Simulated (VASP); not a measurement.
Runs of VASP 6.6.1 on Ni. The cell holds a slab with vacuum, 7 atoms: a = 2.489 Å, b = 2.489 Å, c = 28.194 Å, α = 90.00°, β = 90.00°, γ = 60.00°. The cell was built by a generator and needn't be a form met in nature.

| spin | cutoff (eV) | smearing | gap on the mesh (eV) | moment (μB) | largest force (eV/Å) | work function (eV) |
| --- | --- | --- | --- | --- | --- | --- |
| collinear, ferromagnetic start | 520 | fermi-dirac 0.03 eV | none | 4.30 | 0.49 | 5.16 |
| off | 520 | methfessel-paxton 0.1 eV | none | - | 0.45 | 5.30 |
| collinear, ferromagnetic start | 700 | methfessel-paxton 0.1 eV | none | (b) | 0.49 | 5.16 |
| collinear, ferromagnetic start | 300 | methfessel-paxton 0.1 eV | none | 4.29 | 0.49 | 5.16 |
| collinear, ferromagnetic start | 520 | gaussian 0.5 eV | none | 3.59 | 0.43 | (a) |

Alike in all rows: task work function; level PBEsol; potentials or basis VASP PAW PBE potentials, release 64 (Ni); cell as given; k mesh 16 × 16 × 1.

**Question.** Estimate the missing entries.

**Answer.** (a) 5.19; (b) 4.28.

Caveats: the PAW data sets were made with another functional, which shifts forces and pressure a little.

A k mesh can miss the band edges.

A gap of «none» marks a metal or a gap under the smearing width.

Not every run made on this cell is shown here.
